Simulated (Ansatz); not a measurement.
Runs of Ansatz 0.2.0 on Ti. Symmetry: P6_3/mmc, No. 194, hexagonal system. The conventional cell has a = 2.950 Å, b = 2.950 Å, c = 4.680 Å, α = 90.00°, β = 90.00°, γ = 120.00°. Around Ti (site symmetry -6m2) lie 12 Ti at 2.89 to 2.95 Å. 

```tsv
task	potentials or basis	cell	cutoff (eV)	pressure (GPa)
band structure	all-electron LAPW, non-relativistic	as given	220	(a)
band structure	all-electron LAPW, inner shells corrected to Dirac's equation	as given	220	-5.7
relaxation of cell and atoms	all-electron LAPW, scalar-relativistic	relaxed to 20 GPa	-	20.0
relaxation of cell and atoms	all-electron LAPW, scalar-relativistic	relaxed to 30 GPa	-	30.0
relaxation of cell and atoms	all-electron LAPW, scalar-relativistic	relaxed	-	0.0
```

Alike in all rows: level PBEsol; no spin polarisation; k mesh 10 × 10 × 6; smearing fermi-dirac 0.05 eV; basis error allowed 0.001 eV/atom.

**Question.** Fill in the values left out.

**Answer.** (a) -5.3.
